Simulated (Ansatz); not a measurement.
**C: before and after**

Level of theory: DFT PBEsol, scalar-relativistic, plane waves, PAW (Ansatz 0.2.0). All cells share a 420 eV cutoff and Γ-centred k meshes spaced at most 0.3 Å⁻¹ (0.19 for metals, 2π included).

The start was the bcc type (Im-3m, No. 229), relaxed within its symmetry. A cell of 8 atoms (8 times the primitive one) was then disturbed at random, relaxed without symmetry and relaxed once more on a fine mesh. For metals, differences of a few meV/atom aren't resolved.

Before:

```
C
1.0
    -1.17129    1.17129    1.17129
     1.17129   -1.17129    1.17129
     1.17129    1.17129   -1.17129
C
1
Direct
  0.00000 0.00000 0.00000
```

After:

```cif
data_structure
_symmetry_space_group_name_H-M 'I4_1/amd:1'
_symmetry_Int_Tables_number 141
_cell_length_a 4.9073
_cell_length_b 4.9073
_cell_length_c 4.9636
_cell_angle_alpha 90.000
_cell_angle_beta 90.000
_cell_angle_gamma 90.000
_cell_volume 119.53
loop_
_atom_site_label
_atom_site_type_symbol
_atom_site_symmetry_multiplicity
_atom_site_Wyckoff_symbol
_atom_site_fract_x
_atom_site_fract_y
_atom_site_fract_z
_atom_site_occupancy
C1 C 16 g 0.66135 0.33865 0.50000 1
```

Task: Is this a distortion of the same structure or a reconstruction, and what lowers the energy?

Result: A reconstruction, from Im-3m (No. 229) to I4_1/amd (No. 141). C–C bonds form, at 1.52 Å where the closest pair was 2.03 Å apart; the metal becomes a semiconductor on the mesh (3.15 eV).

Task: What does it gain?

Result: 3419 meV/atom, with the volume going from 6.43 to 7.47 Å³/atom.

This bcc form isn't the element's structure at ambient conditions.